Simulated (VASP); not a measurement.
PbS (Galena):

```
CELL_PARAMETERS angstrom
0.00000 2.96575 2.96575
2.96575 0.00000 2.96575
2.96575 2.96575 0.00000
ATOMIC_POSITIONS crystal
Pb 0.00000 0.00000 0.00000
S 0.50000 0.50000 0.50000
```

| Quantity | Value |
| --- | --- |
| Program | VASP 6.6.1 |
| Task | relaxation of cell and atoms |
| Functional | optPBE-vdW |
| Potentials or basis | VASP PAW PBE potentials, release 64 (Pb_d, S) |
| Cutoff | 600 eV |
| k mesh | 8 × 8 × 8 |
| Occupations | fermi-dirac, width 0.05 eV |
| Spin | no spin polarisation |

At the start: pressure 3.0 GPa; volume 26.09 Å³/atom.

Where does the relaxation end?

Over 3 steps the energy falls by 11.9 meV/atom and the volume is 27.43 Å³/atom (+5.1 %); space group Fm-3m (No. 225, to 0.05 Å).

The path:
```tsv
step	energy change (eV)	largest force (eV/Å)	pressure (GPa)	volume (Å³)
1	0.0000	0.0000	2.97	52.17
2	-0.0206	0.0000	-0.98	55.91
3	-0.0238	0.0000	0.02	54.85
```

Final structure:
```
CELL_PARAMETERS angstrom
0.00000 3.01567 3.01567
3.01567 0.00000 3.01567
3.01567 3.01567 0.00000
ATOMIC_POSITIONS crystal
Pb 0.00000 0.00000 0.00000
S 0.50000 0.50000 0.50000
```

Caveat: the PAW data sets were made with another functional, which shifts forces and pressure a little.
